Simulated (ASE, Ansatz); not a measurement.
# Convergence of a linear-scaling basis for C(110) slab, H on the bottom face (270 atoms), part 2 of 2

Wanted: errors and times of a linear-scaling basis for C(110) slab, H on the bottom face (270 atoms). A setting counts as converged where the r.m.s. difference of forces stays under 1 % of the r.m.s. force.

Ansatz 0.2.0; Kohn-Sham DFT, LDA, PAW (set soft_2), plane waves.

The cell: 240 C and 30 H. Beside vacuum, support functions can miss their usual error bounds without a warning. The main run has no spin polarisation. Sampling is at Γ alone, for a cell whose shortest periodic width is 11 Å.

So far. Step 2 (Plane-wave single point): Valence density in the cb plane at fractional x = 0.001, with atoms of C and H within 0.2 Å of it. It is the smooth field of the valence electrons, not physical close to the nuclei.

**3. Distances and neighbours (continued)**

Local excerpt of 11 atoms (numbers count through the whole input) about C192, which has 3 bonded neighbours where the commonest count for C is 4; x, y, z are measured from there.

```csv
atom,x,y,z,distance (Å),bonds,Löwdin charge (e),Fx,Fy,Fz (eV/Å)
C192,0.00,0.00,0.00,0.00,3,0.01,-0.74,4.17,-1.45
C63,1.22,0.86,0.04,1.50,3,-0.01,0.77,-4.10,-2.12
C31,-1.28,0.88,0.03,1.55,3,0.01,-0.25,-4.22,-1.93
C189,-0.02,-0.92,-1.27,1.57,4,0.04,0.44,-0.01,1.62
C190,1.25,-1.76,-1.23,2.48,4,0.05,0.07,-0.59,0.43
C62,1.24,1.79,-1.24,2.50,4,0.05,0.60,0.31,1.01
C224,2.50,-0.02,0.02,2.50,3,0.00,0.33,4.57,-1.79
C188,0.00,-0.01,-2.51,2.51,4,0.01,-0.01,0.20,-0.61
C30,-1.31,1.76,-1.23,2.51,4,0.04,1.71,1.56,0.19
C142,-1.30,-1.75,-1.27,2.52,4,0.05,0.69,-0.89,2.12
C144,-2.53,-0.01,0.03,2.54,3,0.00,0.33,4.20,-1.31
```

The column of bonds counts only the pairs C-C within 1.85 Å, C-H within 1.34 Å; other neighbours, such as metal atoms beside each other in a compound, aren't counted, and periodic images can show an atom twice.

**4. Support functions medium**

With localised support functions most steps grow linearly with size, though the diagonalisation grows faster unless the density matrix is cut; this run measures error and cost at this size.

This step: Kohn-Sham DFT, LDA, PAW (set soft_2), localised support functions (medium) (Ansatz 0.2.0).

input.yaml reads:

```yaml
crystal:
  lattice:
    - [12.61125, 0.0, 0.0]
    - [0.0, 10.701, 0.0]
    - [0.0, 0.0, 21.71786]
  atoms:
    [... the 270 atom lines of step 2 ...]
kpoints:
  mp_grid: { grid: [1, 1, 1] }
hamiltonian:
  xc: lda
scf:
  occupations: { method: fermi_dirac, width: 0.05 }
  eigensolver: { kind: { support_functions: { accuracy: medium } } }
  mixing: { beta: 0.2 }
  max_iter: 150
output:
  forces: true
  eigenvalues: true
```

On the command line:

```bash
$ ansatz run input.yaml --threads 8 --pin off --max-ram 15872MiB --backend cpu --events-out ev --progress --plain --runs-dir out
```

What it wrote:

```text
Warning: scf.eigensolver.kind.support_functions: disabling space-group detection — the functions' gradient is summed over unrotated k-points, so no spatial operation reduces the k-mesh or symmetrises the density; time reversal is kept, so that k and −k are solved as one point where they differ and the mesh holds both, and exact exchange and, on two spinor components, a DFT+U term hold to it where the run has them: [...]
settings of this run that can trade accuracy for cost: scf.eigensolver.kind.support_functions [...]
[...]
Crystal: 270 atoms, lattice volume = 2930.890 Å³
Basis set: ecut = 420 eV, 57273 PW (Γ)
Bands: 594, of which v1, the nominal top of the filled ones, is band 495 counted from 1 (494 counted from 0)
Symmetry: 1 space group operations
k-points: 1
[...]
SCF iter   1: F=—  HF=-58758.046909 eV  |F-HF|=—  |Δ(HF+E_count)|=         —  Δρ=8.58e-2  dr2=1.77e2  ethr=1.00e-1
[...]
SCF iter  22: F=-58720.902918 eV  HF=-58720.902743 eV  |F-HF|=1.75e-4  |Δ(HF+E_count)|=   3.04e-4  Δρ=6.90e-6  dr2=1.82e-6  ethr=1.06e-9
SCF 1 converged in 22 iterations: F = -58720.917278 eV  dr2 = 1.82e-6
[...]
SCF converged after 22 iterations
Stability not checked: this state was not tested for a lower state beside it, because the mixer in use, unlike msr1, does not test its closes by its own steps (another_mixer; see scf.mixing.algorithm and scf.lower_state_search)
Free energy (F): -58720.917278 eV
[...]
Internal energy: -58720.909865 eV  (E = F + TS)
E sigma→0 (E₀):  -58720.913572 eV
Entropy (-TS):   -0.007413 eV (-0.027 meV/atom)
Fermi energy:    3.999112 eV
[...]
--- Forces (eV/Å), atoms counted from 1 ---
  atom   1  C     -0.58289161     0.27000027     1.27197150
  atom   2  C     -0.06709265     0.17648188     0.99713740
  atom   3  C     -1.07150712     0.79720087     0.35950749
  atom   4  C      0.98959693    -1.76609994    -0.15819148
  atom   5  C     -1.44860928    -0.02931301    -0.54544444
  atom   6  C      0.71439531    -2.26336104    -0.52789166
  atom   7  C     -0.91813275    -0.39048648     0.33635212
  atom   8  C     -0.56918270     1.19536562     1.34073079
  atom   9  C      1.20738923    -1.60549892    -1.10772254
  atom  10  C     -1.57305066     0.43988794    -0.42899108
  atom  11  C      0.49504174    -1.83157451    -0.28774272
  atom  12  C      1.23727759     2.09236522     0.80553136
  atom  13  C      0.62178130    -1.32540512     2.17565050
  atom  14  C     -0.68939816     3.51050429     0.74829658
[...]
atom 269  H      0.02747352    -0.49167642     0.22565170
  atom 270  H      0.02617838    -1.14318356    -1.64349772
  max |Σ_I F_I| component: 1.49e-2 eV/Å
--- Band table (eV) ---
[...]
```

It took 3.1 min on 8 threads of Arm Neoverse V1, shared host; peak memory 5.5 GiB; 23 min of CPU time.

The program notes that the band table was not solved further than the SCF left it and it switched symmetry off. Further notices: vacuum switching off with vacuum.

Keys that differ from the reference: support_functions.accuracy = "medium", scf.max_iter = 150 and scf.mixing.beta = 0.2.

Forces differ from the reference by 2.7 meV/Å r.m.s., 0.20 % of their size, well within a tolerance of 1 %; the energy by -4.8 meV/atom. It took 3.1 min and 22 cycles; the reference's time can't be set against it, since the two runs asked for unlike analyses.

**5. All settings compared**

Each row is set against the plane-wave reference (Kohn-Sham DFT, LDA, PAW (set soft_2), plane waves; r.m.s. force component 1.36 eV/Å). Energies are set beside the reference only for runs with its functional, potentials and electron count. Times are for 8 threads of Arm Neoverse V1, shared host. The reference's time includes the DOS and grids, which some other runs skip.

```
                     run  Δ force, r.m.s. (meV/Å)  share of r.m.s. force (%)  Δ energy (meV/atom)  Δ gap (eV)  cycles     time  host memory (GiB)
               reference                        -                          -                    -           -      12     99 s                4.9
support functions medium                     2.66                      0.195                -4.84      0.0019      22  3.1 min                5.5
```

**6. Summary of results**

```json
{
  "free energy per atom": "-217.4800 eV/atom",
  "r.m.s. force component": "1.363 eV/Å",
  "gap (highest filled to lowest empty level)": "0.5933 eV",
  "wall time of the 2 DFT runs": "4.7 min"
}
```

Against plane waves at 420 eV, the forces differ by 2.7 meV/Å (0.20 %) with support functions medium. At 270 atoms the run with support functions medium takes roughly 1.9 times the time of plane waves (whose run also made extra analyses, so the like-for-like ratio is larger), in 22 SCF cycles against 12. Differences between support functions and plane waves include what basis error the plane-wave run still has.

The highest filled and lowest empty levels differ by 0.593 eV at Γ alone; the mesh holds the band edges only if they fold onto it, so the gap at this level can be narrower or closed, and states at the surface or the caps may set it. With the cutoffs above, 88 % of C atoms have 4 and all H atoms have 1 bonded neighbour.

**Limits.** The geometry was built by rule, was displaced at random and isn't relaxed at this level: its force components are 1.4 eV/Å r.m.s. The slab bears a dipole and has periodic images along its normal, so a spurious field crosses the vacuum.

[Logs are printed without paths, hosts, clocks, repeated set-up lines and the standing remarks that a program may print on its own settings, such as how far it seeks lower states.]

[Hosts, paths, dates, database ids (printed as entryN), source tags and the programs' standing remarks are cut or masked in the printed files.]
